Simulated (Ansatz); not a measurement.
The cell is COD entry 9008802, as deposited and not checked against the literature; nothing was relaxed. The listed cell was then made from it by scaling, straining or moving an atom.

AlNi: DFT, PBE, PAW with Ansatz's default frozen-core files, scalar-relativistic (Ansatz 0.2.0). What sets it apart from a plain run of this crystal: volume scaled by 1.04.

Command: `ansatz run input.yaml --threads 1 --pin off --max-ram 3072MiB --backend cpu --events-out ev --progress --plain --runs-dir out` The run took about 5.2 s on 1 thread of a shared machine.

```yaml
crystal:
  lattice:
    - [2.9189122424, 0.0, 0.0]
    - [0.0, 2.9189122424, 0.0]
    - [0.0, 0.0, 2.9189122424]
  atoms:
    - { symbol: Al, position: [0.0, 0.0, 0.0] }
    - { symbol: Ni, position: [0.5, 0.5, 0.5], spin: 1.5 }
magnetization:
  spin_polarized: true
kpoints:
  mp_grid: { grid: [14, 14, 14] }
scf:
  occupations: { method: fermi_dirac, width: 0.03 }
hamiltonian:
  xc: pbe
  pseudopotentials: { kind: paw }
output:
  forces: true
  stress: true
  eigenvalues: true
  efg: { contact_densities: true }
```

Output (standing set-up lines are left out):

```
Crystal: 2 atoms, lattice volume = 24.869 Å³
iter 1 solved again at ethr=2.09e-3 eV; its pass at ethr=3.10e-3 eV (dr2=4.39e-1 eV) is discarded
SCF iter   1: F=—  HF=-6377.387539 eV  |F-HF|=—  |Δ(HF+E_count)|=         —  Δρ=1.29e-1 (↑1.29e-1 ↓9.06e-2)  dr2=4.38e-1  dr2_m=2.70e0  M=0.278 μB ∫|m|=0.347 μB  β_m=0.30  ethr=2.09e-3  ⟨swp⟩=1.0  Hψ=22983  notcnv=0
Mixer restart at iter 1: flushing history
preconditioner: auto → none  [metal: Δε(μ)=0.004 eV  Ē_g=10.012 eV  σ=0.030 eV  W_gap=0.03  n_scr=6 (ndim 8)  ℏωp=26.8 eV  f_vac=0.000  D(μ)=1.46/eV (n_scr^D=18)  sad-step TF]
SCF iter   2: F=—  HF=-6377.377586 eV  |F-HF|=—  |Δ(HF+E_count)|=   9.95e-3  Δρ=1.08e-1 (↑7.09e-2 ↓1.08e-1)  dr2=4.55e-1  dr2_m=1.80e0  M=0.167 μB ∫|m|=0.221 μB  β_m=0.65  ethr=2.09e-3  ⟨swp⟩=2.4  Hψ=6225  notcnv=0
SCF iter   3: F=—  HF=-6378.540407 eV  |F-HF|=—  |Δ(HF+E_count)|=    1.16e0  Δρ=6.92e-2 (↑6.92e-2 ↓1.30e-2)  dr2=5.47e-1  dr2_m=3.59e-1  M=0.104 μB ∫|m|=0.138 μB  β_m=0.75  ethr=2.09e-3  ⟨swp⟩=3.5  Hψ=9760  notcnv=0  defer=239
SCF iter   4: F=—  HF=-6378.530765 eV  |F-HF|=—  |Δ(HF+E_count)|=   9.64e-3  Δρ=1.08e-2 (↑1.08e-2 ↓5.55e-3)  dr2=4.15e-2  dr2_m=2.24e-3  M=-0.002 μB ∫|m|=0.007 μB  β_m=0.83  ethr=2.09e-3  ⟨swp⟩=2.4  Hψ=7092  notcnv=0  defer=255
SCF iter   5: F=—  HF=-6378.522167 eV  |F-HF|=—  |Δ(HF+E_count)|=   8.60e-3  Δρ=4.60e-3 (↑9.22e-4 ↓4.60e-3)  dr2=5.05e-3  dr2_m=8.07e-4  M=0.006 μB ∫|m|=0.009 μB  β_m=0.85  ethr=1.98e-4  ⟨swp⟩=2.0  Hψ=4927  notcnv=0  defer=271
SCF iter   6: F=—  HF=-6378.522056 eV  |F-HF|=—  |Δ(HF+E_count)|=   1.11e-4  Δρ=1.18e-3 (↑1.18e-3 ↓2.22e-4)  dr2=2.99e-4  dr2_m=6.00e-5  M=0.002 μB ∫|m|=0.002 μB  β_m=0.93  ethr=2.40e-5  ⟨swp⟩=2.1  Hψ=5886  notcnv=0  defer=271
SCF iter   7: F=—  HF=-6378.522030 eV  |F-HF|=—  |Δ(HF+E_count)|=   2.67e-5  Δρ=2.87e-4 (↑2.87e-4 ↓1.06e-4)  dr2=5.61e-6  dr2_m=8.52e-6  M=0.000 μB ∫|m|=0.001 μB  β_m=0.96  ethr=1.43e-6  ⟨swp⟩=1.7  Hψ=4378  notcnv=0  defer=271
SCF iter   8: F=—  HF=-6378.522051 eV  |F-HF|=—  |Δ(HF+E_count)|=   2.10e-5  Δρ=5.49e-5 (↑4.85e-5 ↓5.49e-5)  dr2=1.90e-6  dr2_m=4.41e-9  M=-0.000 μB ∫|m|=0.000 μB  β_m=0.98  ethr=2.67e-8  ⟨swp⟩=2.0  Hψ=4863  notcnv=0  defer=271
SCF iter   9: F=—  HF=-6378.522051 eV  |F-HF|=—  |Δ(HF+E_count)|=   1.30e-7  Δρ=1.58e-5 (↑8.41e-6 ↓1.58e-5)  dr2=1.01e-7  dr2_m=3.40e-9  M=-0.000 μB ∫|m|=0.000 μB  β_m=0.99  ethr=9.07e-9  ⟨swp⟩=1.7  Hψ=4511  notcnv=0  defer=271
SCF iter  10: F=—  HF=-6378.522051 eV  |F-HF|=—  |Δ(HF+E_count)|=   2.67e-9  Δρ=9.25e-7 (↑9.25e-7 ↓5.81e-7)  dr2=2.00e-11  dr2_m=1.28e-10  M=-0.000 μB ∫|m|=0.000 μB  β_m=1.00  ethr=4.82e-10  ⟨swp⟩=2.2  Hψ=5070  notcnv=0  defer=271
SCF iter  11: F=-6378.522051 eV  HF=-6378.522051 eV  |F-HF|=2.73e-12  |Δ(HF+E_count)|=  2.55e-11  Δρ=4.50e-8 (↑4.50e-8 ↓2.29e-8)  dr2=3.78e-13  dr2_m=1.76e-13  M=0.000 μB ∫|m|=0.000 μB  ethr=1.00e-12  ⟨swp⟩=6.0  Hψ=14108  notcnv=0
SCF 1 converged in 11 iterations: F = -6378.522051 eV  dr2 = 3.78e-13
  greatest PAW one-centre occupation: 1.001 electrons in one spin orbital (limit 2), on the Ni atom at site 1 (counted from 0), in its partial waves of l = 1
WARN: the starting moments were not kept: the SCF closed with an absolute magnetisation of 5.9e-7 μB, where they sum to 1.5 μB in size (1 site). That is at most 0.1 of that sum. Measured as dr2_m measures the in/out step, that magnetisation stands 3.0e-13 eV from none, at or under the dr2_threshold of 1.0e-7 eV: it is no larger than a step whose dr2_m would equal this threshold. The system may hold no moment; this SCF shows only that its start led to no more than that. To try another start: raise the starting moments (crystal.atoms[].spin, magnetization.per_species, magnetization.initial_magnetization, or on a non-collinear deck that types none of these the spinor_matrix: blocks that start its atoms; where the total moment is fixed, keep their sum and leave initial_magnetization as it is; typed ones take the place of any that the run laid by itself, positive ones on a crystal's lanthanoids without a Hubbard term where scf.initial_density.shell_occupations: [] is typed) or, if the notice of its spin-set hold's release reads "site moments contracting" or "site moments show no strong build", lengthen the hold (scf.mixing.spin_hold: { on: { confirm: 4 } }; for m-r²SCAN on two components see the key's manual first). Each may lead to a state that holds a moment. A second SCF, from the converged charge density, with the starting moments and any scf.initial_density.shell_occupations laid on it anew, would have followed, and was not run: the deck does not ask for one (magnetization.retry_lost_moments is false, the default). To let it run, set magnetization.retry_lost_moments: true and run the deck again, where that key's refused combinations let it; where memory then withholds it, that run's warning says so.
SCF converged after 11 iterations
Magnetization: 0.0000 μB (10.5000 up, 10.5000 down)
Absolute magnetization: 0.0000 μB (∫|ρ↑−ρ↓|, with the PAW one-centre terms)
Spin contamination: 0.0000 ħ² per cell (⟨S²⟩ above its minimum at these occupations)
Per-site moments (μB) at R_I (Å): [(9.760537264838874e-8, 1.0427390132510181), (2.170205020169269e-7, 1.0427390132510181)]
Free energy (F): -6378.522051 eV
Harris-Foulkes:  -6378.522051 eV  (|F-HF|=2.73e-12)
Internal energy: -6378.518795 eV  (E = F + TS)
E sigma→0 (E₀):  -6378.520423 eV
Entropy (-TS):   -0.003256 eV (-1.628 meV/atom)
Fermi energy:    13.293841 eV
--- Per-component energies (eV) ---
  E_band       = -347.722782
  E_kinetic    = 309.603577
  E_local      = -4501.490342  (includes V_loc(G=0)·N_el)
  E_nonlocal   = 647.942985
  E_hartree    = 1935.745373
  E_xc         = -125.611225
  E_vxc        = -139.745873  (∫ρ·V_xc dr)
  E_paw        = -2100.574587  (= ΣΔE_a)
  E_vpaw       = -535.524416  (= ΣTr[D̂ρ^β])
  E_aug_tail   = 0.000498  (compensation charges beyond the density's cutoff)
  E_ewald      = -2544.135074
  E_smearing   = -0.003256  (= −TS)
  E_closure    = -0.000000  (closes the sum)
  Σ components = -6378.522051   (vs F -6378.522051, Δ=0.00e0)
--- Forces (eV/Å), atoms counted from 1 ---
  atom   1  Al    -0.00000000    -0.00000000    -0.00000000
  atom   2  Ni     0.00000000    -0.00000000     0.00000000
  max |Σ_I F_I| component: 1.98e-28 eV/Å
--- Stress (GPa, compression-positive) ---
       -3.991035       0.000000       0.000000
        0.000000      -3.991035       0.000000
        0.000000       0.000000      -3.991035
  P = ⅓ Tr σ = -3.9910 GPa (-39.910 kbar)
--- PAW observables at the nuclei: V_zz in 10²¹ V/m², potentials from the cell's mean, atoms counted from 1 ---
  atom   1  Al V_zz =    +0.000000   η = 0.0000   by run symmetry: forbidden
            electrostatic potential = -1234.721804 V   contact ρ = 10083.014506 e/Å³   contact ρ_s (e/Å³): all electrons +0.000002, valence +0.000002
  atom   2  Ni V_zz =    +0.000000   η = 0.0000   by run symmetry: forbidden
            electrostatic potential = -3572.172116 V   contact ρ = 130402.662566 e/Å³   contact ρ_s (e/Å³): all electrons -0.000002, valence -0.000001
--- Band table (eV; the first three rows and the last of 240) ---
  k-point 0 ↑: bands = ["-89.8965", "-50.2986", "-50.2986", "-50.2986", "2.4449", "10.2744", "10.2744", "11.8730", "11.8730", "11.8730", "18.6402", "18.6402", "18.6402", "21.2861", "21.2861", "26.3419"]
  k-point 1 ↑: bands = ["-89.8964", "-50.2996", "-50.2985", "-50.2985", "2.5363", "10.2664", "10.2954", "11.8338", "11.8338", "11.8771", "17.6936", "18.7611", "18.7611", "21.2937", "22.1260", "26.6781"]
  k-point 2 ↑: bands = ["-89.8963", "-50.3022", "-50.2983", "-50.2983", "2.8094", "10.2178", "10.3550", "11.7279", "11.7279", "11.8887", "16.1336", "19.1125", "19.1125", "21.3160", "23.3082", "27.7590"]
  k-point 119 ↓: bands = ["-89.8931", "-50.3145", "-50.3145", "-50.3145", "9.4118", "9.4118", "9.4118", "12.4035", "12.4035", "15.3194", "15.3194", "15.3194", "16.6679", "17.6160", "17.6160", "17.6160"]
```
